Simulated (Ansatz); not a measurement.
Runs of Ansatz 0.2.0 on Ti. Symmetry: P6_3/mmc, No. 194, hexagonal system. Conventional cell: a = 2.950 Å, b = 2.950 Å, c = 4.680 Å, α = 90.00°, β = 90.00°, γ = 120.00°. Ti (site symmetry -6m2) has 12 Ti at 2.89 to 2.95 Å as nearest neighbours. 

```csv
task,level,cell,cutoff (eV),smearing,gap on the mesh (eV),pressure (GPa),relaxed volume (Å³/atom)
single point,PBE,as given,220,gaussian 0.014 eV,none,-1.4,-
relaxation of cell and atoms,RPBE,relaxed,-,methfessel-paxton 0.2 eV,-,0.0,17.89
single point,PBE,as given,220,gaussian 0.017 eV,none,-1.4,-
relaxation of cell and atoms,revPBE+D3(BJ),relaxed,-,fermi-dirac 0.05 eV,-,0.0,(a)
single point,PBE,as given,220,gaussian 0.022 eV,none,-1.4,-
relaxation of cell and atoms,revPBE,relaxed,-,fermi-dirac 0.05 eV,-,0.0,17.77
```

Alike in all rows: potentials or basis all-electron LAPW, scalar-relativistic; no spin polarisation; k mesh 10 × 10 × 6; basis error allowed 0.001 eV/atom.

Problem. Estimate the missing entries.

Solution. (a) 16.07.

A gap of «none» marks a metal or a gap under the smearing width.
